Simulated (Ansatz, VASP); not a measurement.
**C in VASP and in Ansatz**

Contents of INCAR:

```
SYSTEM = C
ALGO     = Normal         ! electronic algorithm
EDIFF    = 1E-6           ! SCF threshold, eV
ENCUT    = 520            ! plane-wave cutoff, eV
GGA      = PE             ! functional
ISIF     = 2              ! what is computed and relaxed
ISMEAR   = 0              ! smearing method
LASPH    = .TRUE.         ! aspherical terms in the spheres
LCHARG   = .FALSE.        ! write CHGCAR
LREAL    = .FALSE.        ! projectors in reciprocal space
LWAVE    = .FALSE.        ! write WAVECAR
NBANDS   = 11             ! bands
NELM     = 60             ! most SCF steps
PREC     = Accurate       ! precision mode
SIGMA    = 0.05           ! smearing width, eV
```

KPOINTS

```
k-points
0
G
  12 12 12
  0 0 0
```

POSCAR

```
C
1.0
    0.0000000000      1.8056925000      1.8056925000
    1.7834000000      0.0222925000      1.7834000000
    1.7834000000      1.7834000000      0.0222925000
C
2
Direct
    0.5000000000      0.5000000000      0.5000000000
    0.7500000000      0.7500000000      0.7500000000
```

Input for Ansatz:

```yaml
crystal:
  lattice:
    - [0.0, 1.8056925, 1.8056925]
    - [1.7834, 0.0222925, 1.7834]
    - [1.7834, 1.7834, 0.0222925]
  atoms:
    - { symbol: C, position: [0.5, 0.5, 0.5] }
    - { symbol: C, position: [0.75, 0.75, 0.75] }
basis:
  ecutwfc: 420
kpoints:
  mp_grid: { grid: [12, 12, 12] }
hamiltonian:
  xc: pbe
scf:
  occupations: { method: gaussian, width: 0.05 }
output:
  forces: true
  stress: true
  eigenvalues: true
```

Change from the starting cell: strain +0.0250 x Voigt [0, 0, 0, 1, 0, 0], atoms carried along.

Alike in both runs: task single point; functional PBE; k mesh 12 × 12 × 12; occupations gaussian, width 0.05 eV; no spin polarisation.

|  | VASP | Ansatz |
| --- | --- | --- |
| version | VASP 6.6.1 | Ansatz 0.2.0 |
| potentials or method | VASP PAW PBE potentials, release 64 (C) | scalar-relativistic, plane waves, PAW |
| plane-wave cutoff (eV) | 520 | 420 |
| valence electrons in the cell | 8 | 8 |

|  | VASP | Ansatz | Ansatz less VASP |
| --- | --- | --- | --- |
| gap on the k mesh at the Fermi level (eV) | 4.09 | 4.10 | +0.007 |
| least direct gap on the mesh (eV) | 5.21 | 5.21 | +0.003 |
| pressure (GPa) | 2.8 | 2.1 | -0.68 |
| largest component of the traceless stress (GPa) | 14.26 | 14.16 | -0.097 |
| rms of the force components (eV/Å) | 0.046 | 0.042 | -0.0041 |

Atom by atom the forces differ by 0.004 eV/Å (rms over components).
